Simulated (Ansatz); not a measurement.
Input and command of a calculation in Ansatz (plane waves; scalar-relativistic PAW potentials unless the input names others):

```yaml
crystal:
  lattice:
    - [0.0, 1.975319167, 1.975319167]
    - [1.975319167, 0.0, 1.975319167]
    - [1.975319167, 1.975319167, 0.0]
  atoms:
    - { symbol: Ti, position: [0.0, 0.0, 0.0] }
basis:
  ecutwfc: 420
kpoints:
  mp_grid: { grid: [20, 20, 20] }
hamiltonian:
  xc: pbesol
scf:
  occupations: { method: fermi_dirac, width: 0.15 }
  initial_density: { chi_scale: 0.3 }
output:
  forces: true
  eigenvalues: true
  stress: true
relax:
  adjacent_minimum: "off"
  f_tol: 0.001
  max_steps: 60
  cell: { stress_tol: 0.02, p_target: 22.0 }
accuracy: low
```

```bash
ansatz run input.yaml --threads 1 --pin off --max-ram 3072MiB --backend cpu --events-out ev --progress --plain --runs-dir out
```

Abridged log:
```
The last accepted step is kept in <dir> (removed where the run ends without a failure and the disk answers)
Pseudopotentials: kind: paw
Pseudopotential: Ti, paw, valence charge 12, recommended cutoff 420 eV (normal)
Functional definition: PBEsol
Crystal: 1 atom, lattice volume = 15.415 Å³
Basis set: ecut = 420 eV, 307 PW (Γ), exchange–correlation on 40×40×40 points (8 copies of the dense FFT grid, shifted against one another)
Bands: 10, of which v1, the nominal top of the filled ones, is band 6 counted from 1 (5 counted from 0)
Symmetry: 48 space group operations
Space group: Fm-3m (ITA 225), of the structure as read, at distance tolerance 2.5e-5 Å
k-points: 256 of 8000
Initial density: superposition of atomic densities (chi_scale 0.3, normalization cell)
Initial wavefunctions: pseudopotential atomic-orbital guess
Functional: x = pbesol(κ = 0.804, μ = 0.12345679), c = pbesol(β = 0.046)
SCF iter   1: F=—  HF=-2474.036557 eV  |F-HF|=—  |Δ(HF+E_count)|=         —  Δρ=5.82e-2  dr2=5.19e-1  ethr=3.10e-3  ⟨swp⟩=4.3  Hψ=12590  notcnv=0
SCF iter   2: F=—  HF=-2473.864418 eV  |F-HF|=—  |Δ(HF+E_count)|=   1.72e-1  Δρ=1.72e-2  dr2=2.28e-2  ethr=3.10e-3  ⟨swp⟩=2.9  Hψ=7111  notcnv=0
SCF iter   3: F=—  HF=-2473.856823 eV  |F-HF|=—  |Δ(HF+E_count)|=   7.60e-3  Δρ=5.95e-3  dr2=2.04e-3  ethr=1.90e-4  ⟨swp⟩=2.0  Hψ=4687  notcnv=0
SCF iter   4: F=—  HF=-2473.857377 eV  |F-HF|=—  |Δ(HF+E_count)|=   5.55e-4  Δρ=6.74e-4  dr2=5.13e-5  ethr=1.70e-5  ⟨swp⟩=2.2  Hψ=4017  notcnv=0
SCF iter   5: F=—  HF=-2473.857379 eV  |F-HF|=—  |Δ(HF+E_count)|=   1.90e-6  Δρ=8.11e-5  dr2=9.17e-7  ethr=4.27e-7  ⟨swp⟩=2.8  Hψ=4434  notcnv=0
SCF iter   6: F=-2473.857379 eV  HF=-2473.857379 eV  |F-HF|=4.38e-9  |Δ(HF+E_count)|=   3.58e-7  Δρ=5.25e-6  dr2=4.01e-9  ethr=8.33e-10  ⟨swp⟩=5.0  Hψ=11677  notcnv=0
SCF 1 converged in 6 iterations: F = -2473.857379 eV  dr2 = 4.01e-9
relax step   1: F+E_penalty+E_count = -2473.85737865 eV  Δ(F+E_penalty+E_count) = +0.000e0 eV  max|allowed force component| = 0.000e0 eV/Å  Δτ_max = 0.0000 Å  P = +10.996 GPa  Ω = 15.415 Å³  (6 SCF iters, dr2 threshold 1.00e-7 eV, accepted)
Crystal: 1 atom, lattice volume = 13.654 Å³
Basis set: ecut = 420 eV, 283 PW (Γ), exchange–correlation on 40×40×40 points (8 copies of the dense FFT grid, shifted against one another)
Initial density: handed on by an earlier stage of this run
Initial wavefunctions: those handed on with the density
SCF iter   1: F=—  HF=-2473.625769 eV  |F-HF|=—  |Δ(HF+E_count)|=         —  Δρ=2.73e-3  dr2=6.25e-4  ethr=5.21e-6  ⟨swp⟩=1.0  Hψ=18449  notcnv=0
SCF iter   2: F=—  HF=-2473.626988 eV  |F-HF|=—  |Δ(HF+E_count)|=   1.22e-3  Δρ=1.53e-3  dr2=1.13e-4  ethr=5.21e-6  ⟨swp⟩=3.0  Hψ=4605  notcnv=0
   ...
SCF iter   2: F=—  HF=-2473.755875 eV  |F-HF|=—  |Δ(HF+E_count)|=   1.59e-7  Δρ=8.02e-6  dr2=5.41e-9  ethr=2.65e-10  ⟨swp⟩=2.1  Hψ=4309  notcnv=0
SCF iter   3: F=—  HF=-2473.755875 eV  |F-HF|=—  |Δ(HF+E_count)|=   7.73e-9  Δρ=2.23e-6  dr2=1.95e-10  ethr=1.53e-11  ⟨swp⟩=3.8  Hψ=7287  notcnv=0
SCF iter   4: F=-2473.755875 eV  HF=-2473.755875 eV  |F-HF|=1.84e-10  |Δ(HF+E_count)|=   3.06e-9  Δρ=5.97e-7  dr2=1.59e-11  ethr=1.63e-12  ⟨swp⟩=3.3  Hψ=6961  notcnv=0
SCF 5 converged in 4 iterations: F = -2473.755875 eV  dr2 = 1.59e-11
relax step   5: F+E_penalty+E_count = -2473.75587535 eV  Δ(F+E_penalty+E_count) = +2.976e-4 eV  max|allowed force component| = 0.000e0 eV/Å  Δτ_max = 0.0000 Å  P = +21.998 GPa  Ω = 14.414 Å³  energy of the carried Pulay correction = +8.638e-5 eV  (4 SCF iters, dr2 threshold 1.84e-9 eV, accepted)
Initial wavefunctions: pseudopotential atomic-orbital guess (no wavefunctions were taken with the density)
SCF iter   1: F=—  HF=-2473.755768 eV  |F-HF|=—  |Δ(HF+E_count)|=         —  Δρ=6.11e-5  dr2=7.21e-8  ethr=1.49e-8  ⟨swp⟩=2.5  Hψ=19497  notcnv=0
SCF iter   2: F=—  HF=-2473.755768 eV  |F-HF|=—  |Δ(HF+E_count)|=   1.62e-7  Δρ=2.94e-5  dr2=1.72e-8  ethr=6.01e-10  ⟨swp⟩=2.7  Hψ=4112  notcnv=0
SCF iter   3: F=—  HF=-2473.755768 eV  |F-HF|=—  |Δ(HF+E_count)|=   9.65e-9  Δρ=6.83e-6  dr2=3.02e-9  ethr=1.43e-10  ⟨swp⟩=1.9  Hψ=3005  notcnv=0
SCF iter   4: F=—  HF=-2473.755768 eV  |F-HF|=—  |Δ(HF+E_count)|=  4.38e-10  Δρ=1.39e-6  dr2=6.16e-11  ethr=2.52e-11  ⟨swp⟩=2.3  Hψ=4060  notcnv=0
SCF iter   5: F=-2473.755768 eV  HF=-2473.755768 eV  |F-HF|=4.55e-13  |Δ(HF+E_count)|=  4.82e-11  Δρ=1.76e-8  dr2=1.84e-14  ethr=1.00e-12  ⟨swp⟩=3.5  Hψ=9652  notcnv=0
SCF 6 converged in 5 iterations: F = -2473.755768 eV  dr2 = 1.84e-14
SCF converged after 5 iterations
Free energy (F): -2473.755768 eV
Harris-Foulkes:  -2473.755768 eV  (|F-HF|=4.55e-13)
Internal energy: -2473.655477 eV  (E = F + TS)
E sigma→0 (E₀):  -2473.705622 eV
Entropy (-TS):   -0.100291 eV (-100.291 meV/atom)
Fermi energy:    16.329255 eV
--- Forces (eV/Å), atoms counted from 1 ---
  atom   1  Ti     0.00000000     0.00000000     0.00000000
--- Stress (GPa, compression-positive) ---
       22.010784       0.000000       0.000000
        0.000000      22.010784       0.000000
        0.000000       0.000000      22.010784
  P = ⅓ Tr σ = 22.0108 GPa (220.108 kbar)
--- Relaxed structure (5 steps of the walk, 5 accepted, 1 SCFs on fresh bases) ---
  F+E_penalty+E_count = -2473.75576809 eV   max|allowed force component| = 0.000e0 eV/Å   (the final SCF, on the basis selected at the relaxed cell)
  cell:  # Å, volume = 14.4137 Å³
    - [0.0, 1.93158962, 1.93158962]
    - [1.93158962, 0.0, 1.93158962]
    - [1.93158962, 1.93158962, 0.0]
  atoms:
    - { symbol: Ti, position: [0.0, 0.0, 0.0] }
```

Apart from outputs and empty bands, the input differs from a reference run on usual settings in accuracy: not typed → "low"; scf.initial_density.chi_scale: not typed → 0.3. The reference, at the same start, ended its own course with a relaxed volume of 14.41 Å³/atom, pressure 22.01 GPa, largest force 0.000 eV/Å, no gap on the mesh. This run converged in 28 SCF iterations over all its steps (reference: 28) with an energy at zero smearing within 0.01 meV/atom of the reference's, a relaxed volume of 14.41 Å³/atom, pressure 22.01 GPa, largest force 0.000 eV/Å, no gap on the mesh. Its accuracy level is looser than usual, yet energy, pressure and forces hardly moved.

The run took 14 s on 1 thread of AMD EPYC 7R43 64-Core Processor (Zen 3) (shared host), peak memory 0.35 GiB.